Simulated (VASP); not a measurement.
Write the native input for VASP 6.6.1 that does the following.

```yaml
Task: G0W0 quasiparticle levels
Functional: PBE
Potentials_or_basis: VASP PAW PBE potentials, release 64 (F_GW, Li_GW)
Cutoff: 500 eV
k_mesh: 7 × 7 × 7
Occupations: gaussian, width 0.01 eV
Spin: no spin polarisation
Cutoff_of_the_response_function: 100
Frequency_points: 64
Empty_bands: 38
GW_scheme: G0W0
GW_iterations: 1
Further_INCAR_settings: ALGO = EVGW0; EDIFF = 1e-08; NBANDS = 42
```

The system is LiF.

```
F Li
1.0
     2.55953    0.00000    0.00000
     0.00000    2.55953    0.00000
     0.00000    0.00000    2.55953
F Li
1 1
Direct
  0.50000 0.50000 0.50000
  0.00000 0.00000 0.00000
```

Measurements of this composition are mostly on another form, of space group No. 225.

The input as run:

POSCAR

```
LiF
1.0
    2.5595330000      0.0000000000      0.0000000000
    0.0000000000      2.5595330000      0.0000000000
    0.0000000000      0.0000000000      2.5595330000
F Li
1 1
Direct
    0.5000000000      0.5000000000      0.5000000000
    0.0000000000      0.0000000000      0.0000000000
```

INCAR.step1

```
SYSTEM = LiF
ALGO     = Fast           ! electronic algorithm
EDIFF    = 1E-8           ! SCF threshold, eV
ENCUT    = 500            ! plane-wave cutoff, eV
GGA      = PE             ! functional
ISMEAR   = 0              ! smearing method
LASPH    = .TRUE.         ! aspherical terms in the spheres
LCHARG   = .FALSE.        ! write CHGCAR
LREAL    = .FALSE.        ! projectors in reciprocal space
LWAVE    = .TRUE.         ! write WAVECAR
NELM     = 60             ! most SCF steps
PREC     = Accurate       ! precision mode
SIGMA    = 0.01           ! smearing width, eV
```

INCAR.step2

```
SYSTEM = LiF
ALGO     = Exact          ! electronic algorithm
EDIFF    = 1E-8           ! SCF threshold, eV
ENCUT    = 500            ! plane-wave cutoff, eV
GGA      = PE             ! functional
ISMEAR   = 0              ! smearing method
ISTART   = 1            
LASPH    = .TRUE.         ! aspherical terms in the spheres
LCHARG   = .FALSE.        ! write CHGCAR
LOPTICS  = .TRUE.         ! frequency-dependent dielectric function
LREAL    = .FALSE.        ! projectors in reciprocal space
LWAVE    = .TRUE.         ! write WAVECAR
NBANDS   = 42             ! bands
NELM     = 1              ! most SCF steps
PREC     = Accurate       ! precision mode
SIGMA    = 0.01           ! smearing width, eV
```

INCAR.step3

```
SYSTEM = LiF
ALGO     = EVGW0          ! electronic algorithm
EDIFF    = 1E-8           ! SCF threshold, eV
ENCUT    = 500            ! plane-wave cutoff, eV
ENCUTGW  = 100            ! cutoff of the response function
GGA      = PE             ! functional
ISMEAR   = 0              ! smearing method
ISTART   = 1            
LASPH    = .TRUE.         ! aspherical terms in the spheres
LCHARG   = .FALSE.        ! write CHGCAR
LREAL    = .FALSE.        ! projectors in reciprocal space
LWAVE    = .FALSE.        ! write WAVECAR
NBANDS   = 42             ! bands
NBANDSGW = 12           
NELMGW   = 1            
NOMEGA   = 64             ! frequency points
PREC     = Accurate       ! precision mode
PRECFOCK = Fast         
SIGMA    = 0.01           ! smearing width, eV
```

KPOINTS

```
k-points
0
G
  7 7 7
  0 0 0
```

Potentials or basis: VASP PAW PBE potentials, release 64 (F_GW, Li_GW).

Command:

```bash
$ cat potpaw_PBE.64/F_GW/POTCAR potpaw_PBE.64/Li_GW/POTCAR > POTCAR
$ cp INCAR.step1 INCAR
$ mpirun -np 1 vasp_std > vasp.out
$ cp INCAR.step2 INCAR
$ mpirun -np 1 vasp_std > vasp.out
$ cp INCAR.step3 INCAR
$ mpirun -np 1 vasp_std > vasp.out
```

It gave:

| Item | Value |
| --- | --- |
| Band gap on the k mesh, mean-field level | 7.50 eV, indirect (least direct gap 8.15 eV) |
| Quasiparticle gap | 11.30 eV |
| Least direct quasiparticle gap | 12.04 eV |

Caveat: bands, screening cutoff and mesh are small and nothing is extrapolated, so the quasiparticle values aren't converged; an odd mesh through Γ misses points on the zone boundary, where band edges often lie.

Wall time 2.8 min on 1 thread of Intel(R) Xeon(R) Platinum 8259CL CPU @ 2.50GHz (Skylake/Cascade Lake) (shared host), peak memory 0.3 GiB.
